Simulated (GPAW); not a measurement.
Cd:

```xyz
2
Lattice="2.9789 0.0000 0.0000 -1.4894 2.5798 0.0000 0.0000 0.0000 5.6177" Properties=species:S:1:pos:R:3 pbc="T T T"
Cd    1.4894    0.8599    4.2132
Cd    0.0000    1.7199    1.4044
```

```yaml
Program: GPAW 26.7.0
Task: single point
Functional: PBE
Potentials_or_basis: GPAW PAW data sets (gpaw-data 1.2.1)
Cutoff: 600 eV
Basis: pw
k_mesh: 10 × 10 × 5
Occupations: fermi-dirac, width 0.05 eV
Spin: no spin polarisation
```

On this cell: pressure 2.3 GPa; largest force under 0.003 eV/Å; band gap on the k mesh none (metal or under the smearing width).

The same run follows on a disturbed copy (atoms moved at random, drawn with an rms of 0.05 Å):

```
Cd
1.0
     2.97887    0.00000    0.00000
    -1.48944    2.57978    0.00000
     0.00000    0.00000    5.61765
Cd
2
Direct
  0.65588 0.32948 0.76127
  0.31215 0.68112 0.25800
```

Task: What changes?

Result: The energy (extrapolated to zero smearing) moves by +0.6 meV/atom; pressure 2.3 GPa; largest force 0.039 eV/Å; band gap on the k mesh none (metal or under the smearing width).

Forces in eV/Å, atoms in the order of the input:
```
Cd  -0.017  0.014 -0.033
Cd   0.017 -0.014  0.033
```

Stress tensor (GPa, compression positive):
```
 2.86 -0.08  0.01
-0.08  2.74 -0.01
 0.01 -0.01  1.44
```
